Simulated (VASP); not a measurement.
# InP (F-43m) in VASP: notebook

Runs on InP. Level: PBE. Tasks: single point.

All numbers are computed with VASP 6.6.1; they aren't measurements. Logs are shortened: lines on timing, memory, paths and dates and some standing lists are left out, and cuts for length are marked.

## Step 1: The undisturbed crystal

The structure is cubic, space group F-43m (No. 216). Conventional cell: a = 5.960 Å, b = 5.960 Å, c = 5.960 Å, α = 90.00°, β = 90.00°, γ = 90.00°. Around In (site symmetry -43m) lie 4 P at 2.58 Å. P (site symmetry -43m) is surrounded by 4 In at 2.58 Å.

The cell is a database's computed one.

## Step 2: Single point, PBE (the perfect crystal in a cell of 32 atoms)

INCAR

```
PREC     = Accurate       # precision mode
ENCUT    = 520            # plane-wave cutoff, eV
EDIFF    = 1E-6           # SCF threshold, eV
ISMEAR   = 0              # smearing method
SIGMA    = 0.02           # smearing width, eV
LREAL    = Auto         
LASPH    = True           # aspherical terms in the spheres
NELM     = 100            # most SCF steps
ALGO     = Fast           # electronic algorithm
ISIF     = 2              # what is computed and relaxed
LWAVE    = False          # write WAVECAR
LCHARG   = False          # write CHGCAR
GGA      = PE             # functional
NBANDS   = 166            # bands
```

KPOINTS

```
Automatic mesh
0
Gamma
  2 2 2
  0.5 0.5 0.5
```

POSCAR

```
InP
1.0
   -5.9597880289      5.9597880289      5.9597880289
    5.9597880289     -5.9597880289      5.9597880289
    5.9597880289      5.9597880289     -5.9597880289
In P
16 16
Direct
    0.5000000000      0.5000000000      0.0000000000
    0.5000000000      0.7500000000      0.7500000000
    0.5000000000      0.0000000000      0.5000000000
    0.7500000000      0.2500000000      0.0000000000
    0.5000000000      0.2500000000      0.2500000000
    0.7500000000      0.5000000000      0.7500000000
    0.7500000000      0.7500000000      0.5000000000
    0.0000000000      0.0000000000      0.0000000000
    0.7500000000      0.0000000000      0.2500000000
    0.0000000000      0.2500000000      0.7500000000
    0.0000000000      0.5000000000      0.5000000000
    0.2500000000      0.7500000000      0.0000000000
    0.0000000000      0.7500000000      0.2500000000
    0.2500000000      0.0000000000      0.7500000000
    0.2500000000      0.2500000000      0.5000000000
    0.2500000000      0.5000000000      0.2500000000
    0.2500000000      0.5000000000      0.0000000000
    0.2500000000      0.7500000000      0.7500000000
    0.2500000000      0.0000000000      0.5000000000
    0.5000000000      0.2500000000      0.0000000000
    0.2500000000      0.2500000000      0.2500000000
    0.5000000000      0.5000000000      0.7500000000
    0.5000000000      0.7500000000      0.5000000000
    0.7500000000      0.0000000000      0.0000000000
    0.5000000000      0.0000000000      0.2500000000
    0.7500000000      0.2500000000      0.7500000000
    0.7500000000      0.5000000000      0.5000000000
    0.0000000000      0.7500000000      0.0000000000
    0.7500000000      0.7500000000      0.2500000000
    0.0000000000      0.0000000000      0.7500000000
    0.0000000000      0.2500000000      0.5000000000
    0.0000000000      0.5000000000      0.2500000000
```

Potentials or basis: VASP PAW PBE potentials, release 64 (In_d, P).

The run is started by

```sh
> cat potpaw_PBE.64/In_d/POTCAR potpaw_PBE.64/P/POTCAR > POTCAR
> mpirun -np 1 vasp_std > vasp.out
```

OUTCAR:

```text
PREC = Accurate
   ENCUT = 520
   EDIFF = 1E-6
   ISMEAR = 0
   LREAL = Auto
   LASPH = True
   NELM = 100
   ISIF = 2
   GGA = PE

 ion  position               nearest neighbor table
   1  0.500  0.500  0.000-  17 2.58  20 2.58  22 2.58  29 2.58
   2  0.500  0.750  0.750-  18 2.58  22 2.58  23 2.58  24 2.58
   3  0.500  0.000  0.500-  19 2.58  23 2.58  25 2.58  26 2.58
   4  0.750  0.250  0.000-  20 2.58  24 2.58  26 2.58  32 2.58
   5  0.500  0.250  0.250-  20 2.58  21 2.58  25 2.58  27 2.58
   6  0.750  0.500  0.750-  22 2.58  26 2.58  27 2.58  28 2.58
[... 24 lines left out ...]
  31  0.000  0.250  0.500-   9 2.58  10 2.58  11 2.58  15 2.58
  32  0.000  0.500  0.250-   4 2.58  11 2.58  13 2.58  16 2.58

  LATTYP: Found a body centered cubic cell.
 ALAT       =    11.9195760578

  Lattice vectors:

 A1 = (  -5.9597880289,   5.9597880289,   5.9597880289)
 A2 = (   5.9597880289,  -5.9597880289,   5.9597880289)
 A3 = (   5.9597880289,   5.9597880289,  -5.9597880289)

Analysis of symmetry for initial positions (statically):
=====================================================================
 Subroutine PRICEL returns following result:

  LATTYP: Found a face centered cubic cell.
 ALAT       =     5.9597880289

  Lattice vectors:

 A1 = (   2.9798940144,  -2.9798940144,   0.0000000000)
 A2 = (   0.0000000000,  -2.9798940144,  -2.9798940144)
 A3 = (   2.9798940144,   0.0000000000,  -2.9798940144)

  16 primitive cells build up your supercell.

 Routine SETGRP: Setting up the symmetry group for a
 body centered cubic supercell.

 Subroutine GETGRP returns: Found 24 space group operations
 (whereof 24 operations were pure point group operations)
 out of a pool of 48 trial point group operations.

The static configuration has the point symmetry T_d .

Analysis of symmetry for dynamics (positions and initial velocities):
=====================================================================
 Subroutine PRICEL returns following result:

  LATTYP: Found a face centered cubic cell.
 ALAT       =     5.9597880289

  Lattice vectors:

 A1 = (   2.9798940144,  -2.9798940144,   0.0000000000)
 A2 = (   0.0000000000,  -2.9798940144,  -2.9798940144)
 A3 = (   2.9798940144,   0.0000000000,  -2.9798940144)

  16 primitive cells build up your supercell.

 Routine SETGRP: Setting up the symmetry group for a
 body centered cubic supercell.
[... 93 lines left out ...]
   NELECT =     288.0000    total number of electrons
   NUPDOWN=      -1.0000    fix difference up-down
   EMIN   =  10.00;   EMAX   =-10.00  energy-range for DOS
   EFERMI =   0.00;   METHOD = LEGACY
   ISMEAR =     0;   SIGMA  =   0.02  broadening in eV -4-tet -1-fermi 0-gaus
   EFERMI_NEDOS =   21; number of points for ismear=-14 and -15
   IALGO  =     68    algorithm
   IMIX   =      4    mixing-type and parameters
     AMIX     =   0.40;   BMIX     =  1.00
     AMIX_MAG =   1.60;   BMIX_MAG =  1.00
  volume/ion in A,a.u.               =      26.46       178.57
  Fermi-wavevector in a.u.,A,eV,Ry     =   1.142760  2.159502 17.767839  1.305899
  Thomas-Fermi vector in A             =   2.279457
   LORBIT       =      0    0 simple, 1 ext, 2 COOP (PROOUT), +10 PAW based schemes
   GGA     = PE    functional components
   LHFCALC =     F    Hartree Fock is set to
   AEXX    =    0.0000 exact exchange contribution
   IVDW    =     0    specifies the selected vdW correction
   LEPSILON=     F    determine dielectric tensor
   LRPA    =     F    only Hartree local field effects (RPA)
 non-spin polarized calculation
 RMM-DIIS sequential band-by-band and
 Gauss-broadening in eV      SIGMA  =   0.02
  energy-cutoff  :      520.00
  volume of cell :      846.74
 maximum number of plane-waves:     22768
 NGX is ok and might be reduce to    80
   NGX = 39   NGY = 39   NGZ = 39

 number of electron     288.0000031 magnetization

 Free energy of the ion-electron system (eV)
  ---------------------------------------------------
  ext. energy  EPLUGINS =         0.00000000
  ---------------------------------------------------
  free energy    TOTEN  =      -134.57239271 eV

  energy without entropy =     -134.57239271  energy(sigma->0) =     -134.57239271

 E-fermi :   4.2769     XC(G=0):  -9.0617

 val. band max:        4.1844206291   @ k =  -0.2500   0.2500   0.2500
 cond. band min:       6.3062819118   @ k =   0.2500   0.2500   0.2500
 fundamental gap:      2.1218612826
 Fermi energy:         4.2768868651

 k-point     1 :       0.2500    0.2500    0.2500
  band No.  band energies     occupation
      1      -9.5571      2.00000
      2      -9.5571      2.00000
      3      -9.5571      2.00000
      4      -9.5571      2.00000
      5      -9.5571      2.00000
      6      -9.5571      2.00000
[... 148 lines left out ...]
    155       7.1938      0.00000
    156       7.1938      0.00000

 k-point     2 :      -0.2500    0.2500    0.2500
  band No.  band energies     occupation
      1      -9.5812      2.00000
      2      -9.5812      2.00000
      3      -9.5748      2.00000
      4      -9.5550      2.00000
      5      -9.5550      2.00000
      6      -9.5550      2.00000
[... 148 lines left out ...]
    155       7.6603      0.00000
    156       7.6658      0.00000
 [bands above 156 left out]

------------------------ aborting loop because EDIFF is reached ----------------------------------------

  FORCE on cell =-STRESS in cart. coord.  units (eV):
  Direction    XX          YY          ZZ          XY          YZ          ZX
  --------------------------------------------------------------------------------------
  -------------------------------------------------------------------------------------
  Total        0.1859757      0.1859757      0.1859757      0.0000000      0.0000000     -0.0000000
  in kB        0.3518959      0.3518959      0.3518959      0.0000000      0.0000000     -0.0000000
  external PRESSURE =       0.3518959 kB  Pullay stress =       0.0000000 kB

 VOLUME and BASIS-vectors are now :
 -----------------------------------------------------------------------------
  energy-cutoff  :      520.00
  volume of cell :      846.74
      direct lattice vectors                 reciprocal lattice vectors
    -5.959788029  5.959788029  5.959788029     0.000000000  0.083895601  0.083895601
     5.959788029 -5.959788029  5.959788029     0.083895601  0.000000000  0.083895601
     5.959788029  5.959788029 -5.959788029     0.083895601  0.083895601  0.000000000

 POSITION                                       TOTAL-FORCE (eV/Angst)
 -----------------------------------------------------------------------------------
      0.00000      0.00000      5.95979        -0.000000      0.000000     -0.000000
      5.95979      2.97989      2.97989        -0.000000      0.000000     -0.000000
      0.00000      5.95979      0.00000        -0.000000      0.000000     -0.000000
     -2.97989      2.97989      5.95979        -0.000000     -0.000000     -0.000000
      0.00000      2.97989      2.97989        -0.000000      0.000000     -0.000000
      2.97989      5.95979      2.97989        -0.000000      0.000000     -0.000000
[... 24 lines left out ...]
      4.46984      1.48995     -1.48995         0.000000     -0.000000      0.000000
      4.46984     -1.48995      1.48995         0.000000      0.000000     -0.000000
 -----------------------------------------------------------------------------------
    total drift:                                0.000032      0.000032      0.000032

  FREE ENERGIE OF THE ION-ELECTRON SYSTEM (eV)
  ---------------------------------------------------
  free  energy   TOTEN  =      -134.5723927136 eV

  energy  without entropy=     -134.5723927136  energy(sigma->0) =     -134.57239271
```

stdout:

```text
POSCAR found type information on POSCAR InP
 POSCAR found :  2 types and      32 ions
 scaLAPACK will be used
 LDA part: xc-table for (Slater+PW92), standard interpolation
 POSCAR, INCAR and KPOINTS ok, starting setup
 FFT: planning ... GRIDC
 FFT: planning ... GRID_SOFT
 FFT: planning ... GRID
 WAVECAR not read
 entering main loop
```

Wall time 9.9 min (1 thread of Intel Xeon Platinum 8259CL at 2.50GHz (Skylake/Cascade Lake), shared host); peak memory 1.1 GiB.

Results:

| Item | Value |
| --- | --- |
| Free energy | -134.5724 eV |
| Pressure | 0.0 GPa |
| Band gap on the k mesh | 2.12 eV |

Caveat: spin-orbit coupling is left out, which moves the levels of the heavy elements.

## Step 3: Single point, PBE (the perfect crystal in a cell of 32 atoms)

INCAR

```
SYSTEM = InP
PREC = Accurate
ENCUT = 520
EDIFF = 1E-7
ISMEAR = 0
SIGMA = 0.02
LREAL = Auto
LASPH = .True.
NELM = 100
ALGO = Fast
ISIF = 2
LWAVE = .False.
LCHARG = .True.
GGA = PE
LELF = .True.
LVHAR = .True.
NBANDS = 166
```

KPOINTS

```
Automatic mesh
0
Gamma
  2 2 2
  0 0 0
```

POSCAR is that of step 2.

Potentials or basis: VASP PAW PBE potentials, release 64 (In_d, P).

The run is started by

```sh
> cat potpaw_PBE.64/In_d/POTCAR potpaw_PBE.64/P/POTCAR > POTCAR
> mpirun -np 1 vasp_std > vasp.out
```

Wall time 19 min (1 thread of Intel Xeon Platinum 8488C (Sapphire Rapids), shared host); peak memory 1.1 GiB.

Results (log left out):

```yaml
Free_energy: -134.4618 eV
Pressure: 0.0 GPa
Band_gap_on_the_k_mesh: 0.44 eV
```

Levels at points of the mesh, in eV from the valence-band top:
| k point | band 140 | band 141 | band 142 | band 143 | band 144 | band 145 | band 146 | band 147 | band 148 | band 149 |
| --- | --- | --- | --- | --- | --- | --- | --- | --- | --- | --- |
| (0.00, 0.00, 0.00) | -0.95 | -0.95 | 0.00 | 0.00 | 0.00 | 0.44 | 1.85 | 1.85 | 1.85 | 2.26 |
| (0.50, 0.00, 0.00) | -1.11 | -0.99 | -0.99 | -0.22 | -0.22 | 2.13 | 2.13 | 2.32 | 2.32 | 2.32 |
| (0.50, 0.50, 0.50) | -0.90 | -0.90 | -0.90 | -0.90 | -0.90 | 1.38 | 1.38 | 1.38 | 1.38 | 2.52 |

Caveat: spin-orbit coupling is left out, which moves the levels of the heavy elements.
